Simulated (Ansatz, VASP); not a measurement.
This is a calculation of NiO for VASP 6.6.1.

File INCAR:

```
PREC = Accurate
ENCUT = 600
EDIFF = 1E-7
ISMEAR = -1
SIGMA = 0.05
LREAL = False
LASPH = True
NELM = 120
ALGO = Fast
ISIF = 3
LWAVE = False
LCHARG = False
ISPIN = 2
MAGMOM = 1 0
LORBIT = 11
LMAXMIX = 4
GGA = PE
IBRION = 2
NSW = 40
EDIFFG = -0.02
```

KPOINTS

```
Automatic mesh
0
Gamma
  11 11 11
```

Contents of POSCAR:

```
NiO
1.0
    0.0000000000      2.0859016414      2.0859016414
    2.0859016414      0.0000000000      2.0859016414
    2.0859016414      2.0859016414      0.0000000000
Ni O
1 1
Direct
    0.0000000000      0.0000000000      0.0000000000
    0.5000000000      0.5000000000      0.5000000000
```

Potentials or basis: VASP PAW PBE potentials, release 64 (Ni, O).

Run with:

```sh
$ cat potpaw_PBE.64/Ni/POTCAR potpaw_PBE.64/O/POTCAR > POTCAR
$ mpirun -np 1 vasp_std > vasp.out
```

**Question.** Translate it to Ansatz 0.2.0. Potentials there: Ansatz PAW.

**Answer.** As run (the cutoff follows the program's own potentials):

input.yaml

```yaml
crystal:
  lattice:
    - [0.0, 2.0859016414, 2.0859016414]
    - [2.0859016414, 0.0, 2.0859016414]
    - [2.0859016414, 2.0859016414, 0.0]
  atoms:
    - { symbol: Ni, position: [0.0, 0.0, 0.0], spin: 1.0 }
    - { symbol: O, position: [0.5, 0.5, 0.5] }
hamiltonian:
  xc: pbe
  pseudopotentials: { kind: paw }
magnetization:
  spin_polarized: true
kpoints:
  mp_grid: { grid: [11, 11, 11] }
scf:
  occupations: { method: fermi_dirac, width: 0.05 }
output:
  forces: true
  stress: true
relax:
  f_tol: 0.01
  max_steps: 40
  cell: { stress_tol: 0.05 }
```

Potentials or basis: Ansatz PAW.

Command:

```bash
$ ansatz run input.yaml --threads 2 --pin off --max-ram 5632MiB --backend cpu --events-out ev --progress --plain --runs-dir out
```

Both were run:

|  | VASP | Ansatz | Ansatz less VASP |
| --- | --- | --- | --- |
| net moment per atom (μB) | 0.89 | 0.91 | +0.021 |
| size of the moment on the site where the two differ most (μB) | 0.27 | 0.29 | +0.024 |
| relaxed volume (Å³/atom) | 9.34 | 9.37 | +0.032 |
| relaxed cell length with the largest relative difference (Å) | 2.978 | 2.982 | +0.0034 |
| energy change over the relaxation (meV/atom) | -4 | -5 | -1.2 |

Site moments also hang on the region over which each program counts them. The two sets of potentials don't hold the same shells in valence.

Caveats: a cell with one magnetic atom can't hold antiferromagnetic order, which such compounds often take; semilocal functionals often make such compounds metallic where correlation or magnetic order opens a gap, which also shifts bond lengths (VASP); the plane-wave basis is chosen anew once the cell has moved, so the energies of steps on either side of that aren't comparable (Ansatz); the pressure holds a Pulay correction of +0.7 GPa for the finite cutoff (Ansatz). Zero-point motion and thermal expansion aren't in these numbers. With open d or f shells a metallic result of PBE can be an artefact of self-interaction; +U or a hybrid may open a gap.
